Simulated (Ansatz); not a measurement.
Ansatz input

```yaml
crystal:
  lattice:
    - [-1.8007863809, 1.8007863809, 1.8007863809]
    - [1.8007863809, -1.8007863809, 1.8007863809]
    - [1.8007863809, 1.8007863809, -1.8007863809]
  atoms:
    - { symbol: Cd, position: [0.0, 0.0, 0.0] }
hamiltonian:
  xc: hse06
  pseudopotentials:
    kind: paw
    azcp:
      Cd: "pseudopotentials/Cd.paw.azcp"
basis:
  ecutwfc: 420
  fft_grid_basis: typed
kpoints:
  mp_grid: { grid: [6, 6, 6], shift: [0, 0, 0] }
magnetization:
  spin_polarized: false
scf:
  occupations: { method: fermi_dirac, width: 0.1 }
```

Terminal output

```
Engine: ansatz 0.2.0, aarch64-unknown-linux-gnu
Pseudopotentials: kind: paw
Pseudopotential: Cd, paw, valence charge 20, recommended cutoff 420 eV (normal) 
Functional definition: HSE06
  parameter a = 0.25
  parameter omega = 0.11/bohr
  exchange = pbe_x - a*pbe_x_sr(omega) + a*exact_x_sr(omega)
  correlation = pbe_c
Crystal: 1 atoms, lattice volume = 23.359 Å³
Basis set: ecut = 420 eV, 459 PW (Γ)
Bands: 14, of which v1, the nominal top of the filled ones, is band 10 counted from 1 (9 counted from 0)
Symmetry: 48 space group operations
Space group: Im-3m (ITA 229), of the structure as read, at distance tolerance 2.9e-5 Å
k-points: 16 of 216
Non-local potential: Cd, projectors of the file, l = 0: 3, l = 1: 2, l = 2: 2, l = 3: 1
PAW form: soft (Blöchl's): semilocal exchange-correlation on the pseudo side does not see the compensation charge
PAW frozen core: Cd, regenerated for the run's functional, and the local potential with it (the file was generated under x = pbe(κ = 0.804, μ = 0.2195149727645171), c = pbe(β = 0.06672455060314922))
PAW one-centre angular grid: Cd, 590 points (default); XC on 64 Gauss nodes
Initial density: superposition of atomic densities (neutral atoms: chi_scale 0, normalization atom), corrected by the library's trained network
Initial wavefunctions: pseudopotential atomic-orbital guess
Functional: x = pbe(κ = 0.804, μ = 0.2195149727645171), c = pbe(β = 0.06672455060314922), warm-up for x = pbe(κ = 0.804, μ = 0.2195149727645171) + 0.25 (exact − pbe) at short range (hse, ω = 0.20786987370883472 Å⁻¹), c = pbe(β = 0.06672455060314922); HSE06 as pw.x's `hse` composes it (authors' and Libxc's form: `xc: wpbeh`)
SCF iter   1: F=—  HF=-8254.412214 eV  |F-HF|=—  |Δ(HF+E_count)|=         —  Δρ=1.39e-3  dr2=2.16e-4  ethr=1.77e-3  ⟨swp⟩=8.9  Hψ=988  notcnv=0
SCF iter   2: F=—  HF=-8254.412300 eV  |F-HF|=—  |Δ(HF+E_count)|=   8.66e-5  Δρ=7.14e-4  dr2=8.55e-5  ethr=1.08e-6  ⟨swp⟩=3.4  Hψ=524  notcnv=0  defer=3
SCF iter   3: F=—  HF=-8254.412316 eV  |F-HF|=—  |Δ(HF+E_count)|=   1.61e-5  Δρ=2.68e-4  dr2=1.58e-5  ethr=4.28e-7  ⟨swp⟩=2.6  Hψ=400  notcnv=0  defer=2
iter 4 solved again at ethr=2.94e-9 eV; its pass at ethr=7.90e-8 eV (dr2=5.87e-7 eV) is discarded
SCF iter   4: F=—  HF=-8254.412320 eV  |F-HF|=—  |Δ(HF+E_count)|=   3.60e-6  Δρ=6.63e-5  dr2=5.88e-7  ethr=2.94e-9  ⟨swp⟩=2.3  Hψ=875  notcnv=0  defer=1
SCF iter   5: F=—  HF=-8254.412320 eV  |F-HF|=—  |Δ(HF+E_count)|=   4.86e-8  Δρ=1.70e-5  dr2=4.08e-8  ethr=2.94e-9  ⟨swp⟩=3.1  Hψ=539  notcnv=0  defer=1
SCF iter   6: F=—  HF=-8254.412320 eV  |F-HF|=—  |Δ(HF+E_count)|=   3.04e-9  Δρ=2.52e-6  dr2=1.06e-9  ethr=2.04e-10  ⟨swp⟩=3.1  Hψ=483  notcnv=0  defer=1
SCF iter   7: F=-8254.412320 eV  HF=-8254.412320 eV  |F-HF|=9.09e-12  |Δ(HF+E_count)|=  9.46e-10  Δρ=3.97e-7  dr2=2.31e-11  ethr=5.32e-12  ⟨swp⟩=2.9  Hψ=410  notcnv=0
SCF 1 converged in 7 iterations: F = -8254.412320 eV  dr2 = 2.31e-11
Initial density: handed on by an earlier stage of this run
Initial wavefunctions: those handed on with the density
Functional: x = pbe(κ = 0.804, μ = 0.2195149727645171) + 0.25 (exact − pbe) at short range (hse, ω = 0.20786987370883472 Å⁻¹), c = pbe(β = 0.06672455060314922); HSE06 as pw.x's `hse` composes it (authors' and Libxc's form: `xc: wpbeh`)
Exchange kernel: α = 0.2500, screened, ω = 0.2079 Å⁻¹, Wigner–Seitz truncation, v(0) = 1042.5427 eV·Å³, q-mesh 6×6×6, nearest image of the exchange supercell L = 18.71 Å, pair-density grid 12×12×12, without the augmentation charges, whose exchange is taken in its separable form by FFT convolution over the k-point mesh (sized by the pseudopotential files, 18×18×18 at the most), smooth part of the exact exchange by density-matrix convolution
Frozen-core exchange: fock
iter 1 solved again at ethr=6.99e-5 eV; its pass at ethr=1.00e-1 eV (dr2=1.40e-2 eV) is discarded
SCF iter   1: F=—  HF=-8258.059823 eV  |F-HF|=—  |Δ(HF+E_count)|=         —  Δρ=8.80e-3  dr2=1.56e-2  ethr=6.99e-5  ⟨swp⟩=3.8  Hψ=970  notcnv=0
SCF iter   2: F=—  HF=-8258.055335 eV  |F-HF|=—  |Δ(HF+E_count)|=   4.49e-3  Δρ=3.05e-3  dr2=1.06e-3  ethr=6.99e-5  ⟨swp⟩=3.1  Hψ=517  notcnv=0
SCF iter   3: F=—  HF=-8258.059153 eV  |F-HF|=—  |Δ(HF+E_count)|=   3.82e-3  Δρ=1.89e-3  dr2=3.54e-4  ethr=2.76e-6  ⟨swp⟩=4.0  Hψ=547  notcnv=0
SCF iter   4: F=—  HF=-8258.059165 eV  |F-HF|=—  |Δ(HF+E_count)|=   1.13e-5  Δρ=8.02e-4  dr2=8.26e-5  ethr=1.61e-6  ⟨swp⟩=2.1  Hψ=394  notcnv=0
SCF iter   5: F=—  HF=-8258.059360 eV  |F-HF|=—  |Δ(HF+E_count)|=   1.95e-4  Δρ=2.16e-4  dr2=7.86e-6  ethr=2.60e-7  ⟨swp⟩=3.0  Hψ=506  notcnv=0
SCF iter   6: F=-8258.059358 eV  HF=-8258.059358 eV  |F-HF|=1.23e-7  |Δ(HF+E_count)|=   1.53e-6  Δρ=2.86e-5  dr2=2.63e-6  ethr=2.74e-8  ⟨swp⟩=3.1  Hψ=510  notcnv=0
SCF 2 stopped early in 6 iterations: F = -8258.059358 eV  dr2 = 2.63e-6
hybrid outer 1: dexx = +4.974e-3 eV, tail = 2.48e-5 eV
Exchange kernel: α = 0.2500, screened, ω = 0.2079 Å⁻¹, Wigner–Seitz truncation, v(0) = 1042.5427 eV·Å³, q-mesh 6×6×6, nearest image of the exchange supercell L = 18.71 Å, pair-density grid 12×12×12, without the augmentation charges, whose exchange is taken in its separable form by FFT convolution over the k-point mesh (sized by the pseudopotential files, 18×18×18 at the most), smooth part of the exact exchange by density-matrix convolution
Frozen-core exchange: fock
SCF iter   1: F=—  HF=-8258.059401 eV  |F-HF|=—  |Δ(HF+E_count)|=         —  Δρ=6.79e-5  dr2=2.73e-7  ethr=6.19e-7  ⟨swp⟩=3.9  Hψ=526  notcnv=0
iter 2 solved again at ethr=4.41e-11 eV; its pass at ethr=1.06e-9 eV (dr2=8.81e-9 eV) is discarded
SCF iter   2: F=-8258.059402 eV  HF=-8258.059402 eV  |F-HF|=4.73e-9  |Δ(HF+E_count)|=   3.28e-7  Δρ=1.46e-5  dr2=1.30e-8  ethr=4.41e-11  ⟨swp⟩=2.6  Hψ=1011  notcnv=0  defer=7
SCF 3 converged in 2 iterations: F = -8258.059402 eV  dr2 = 1.30e-8
hybrid outer 2: dexx = +4.674e-7 eV, tail = 4.93e-8 eV, Δε = 4.03e-3 eV (about 2.22e-4 eV left of the loop's levels)
hybrid SCF converged: 2 outer / 8 inner (+7 warm-up), last move |dexx| = 4.67e-7 eV, tail = 4.93e-8 eV
Stability not checked: this state was not tested for a lower state beside it, because the functional holds exact exchange (a hybrid, or Hartree-Fock), whose exchange loop this test does not read (fock_operator; see scf.lower_state_search)
Free energy (F): -8258.059402 eV
Frozen-core exchange: fock
Harris-Foulkes:  -8258.059402 eV  (|F-HF|=4.73e-9)
Internal energy: -8258.044348 eV  (E = F + TS)
E sigma→0 (E₀):  -8258.051875 eV
Entropy (-TS):   -0.015054 eV (-15.054 meV/atom)
Fermi energy:    13.358575 eV
--- Per-component energies (eV) ---
  E_band       = -474.875898
  E_kinetic    = 505.577273
  E_local      = -3052.916679  (includes V_loc(G=0)·N_el)
  E_nonlocal   = 32.840829
  E_hartree    = 1430.901588
  E_xc         = -141.066673
  E_vxc        = -175.460089  (∫ρ·V_xc dr)
  E_exx        = -87.848197  (= α·E_x^exact, valence–valence)
  E_paw        = -4034.886750  (= ΣΔE_a)
  E_vpaw       = -471.025154  (= ΣTr[D̂ρ^β])
  E_aug_tail   = 0.000014  (compensation charges beyond the density's cutoff)
  E_ewald      = -2910.043748
  E_core_change = -0.602005  (= ΣΔE_core)
  E_smearing   = -0.015054  (= −TS)
  E_closure    = -0.000000  (closes the sum)
  Σ components = -8258.059402   (vs F -8258.059402, Δ=0.00e0)
--- Band table (eV; the first three rows and the last of 16) ---
  k-point 0: bands = ["-95.3057", "-54.9872", "-54.9872", "-54.9872", "2.3758", "2.3758", "2.3758", "2.9595", "2.9595", "3.7757", "28.5057", "28.5057", "28.5057"]
  k-point 1: bands = ["-95.3051", "-54.9950", "-54.9902", "-54.9869", "2.3020", "2.3738", "2.6070", "2.8929", "2.9627", "4.6233", "23.7636", "26.6903", "27.0559"]
  k-point 2: bands = ["-95.3038", "-55.0107", "-54.9960", "-54.9861", "2.1570", "2.1817", "2.8951", "2.9732", "3.1038", "7.2549", "17.3204", "24.1157", "24.3537"]
  k-point 15: bands = ["-95.3012", "-55.0126", "-55.0126", "-55.0126", "1.9482", "1.9482", "3.2786", "3.2786", "3.2786", "17.0060", "17.0060", "17.0060", "19.3759"]
  guard bands above this table: 1 of the run's 14 bands, where the rule asks 2: the bands that hold charge and the lowest empty level above them stay in the table. The solve was not asked for them (output.publish_guard_bands: true or output.eigenvalues: true publishes all)
```

Launched by

```sh
ansatz run input.yaml --threads 4 --pin off --max-ram 8192MiB --backend cpu --events-out ev --progress --plain --runs-dir out
```

On 4 threads of Arm Neoverse V2 (shared host) this took about 2.3 s of wall time and 6.1 s of CPU time, with 0.64 GiB at the peak.
